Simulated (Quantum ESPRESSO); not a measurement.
## Hg under changes of volume

One of the cells (27.006 Å³/atom); the others are scaled copies at fixed shape and fractional positions:

```
Hg
1.0
    -1.87674    1.87674    1.91684
     1.87674   -1.87674    1.91684
     1.87674    1.87674   -1.91684
Hg
1
Direct
  0.50000 0.50000 0.00000
```

```yaml
Program: Quantum ESPRESSO 7.5
Functional: PBE
Potentials_or_basis: SSSP 1.3 efficiency PBE
Cutoff: 816 eV
Density_cutoff: 3265 eV
k_mesh: 10 × 10 × 10
Occupations: fermi-dirac, width 0.05 eV
Spin: no spin polarisation
```

```tsv
volume (Å³/atom)	energy over the lowest point (meV/atom)	pressure (GPa)
25.385	?	?
25.925	18.85	1.9
26.465	12.81	1.5
27.006	7.88	1.2
27.546	4.04	0.8
28.086	1.42	0.5
28.626	0.00	0.2
```

Q: What does the run at 25.385 Å³/atom give?

A: Energy over the lowest point 26.42 meV/atom; pressure 2.5 GPa.

Worked out: A Birch-Murnaghan fit of order 3 (a polynomial in V^(-2/3)) to the other rows has its minimum at 28.98 Å³/atom, just outside them, with B0 = V·E''(V) = 19.5 GPa (rough, since the energies scatter) at fixed shape and positions, which overstates the stiffness. It gives 25.85 meV/atom at 25.385 Å³/atom, against the run's 26.42, and -dE/dV = 2.2 GPa, against 2.5.

Energies are extrapolated to zero smearing.
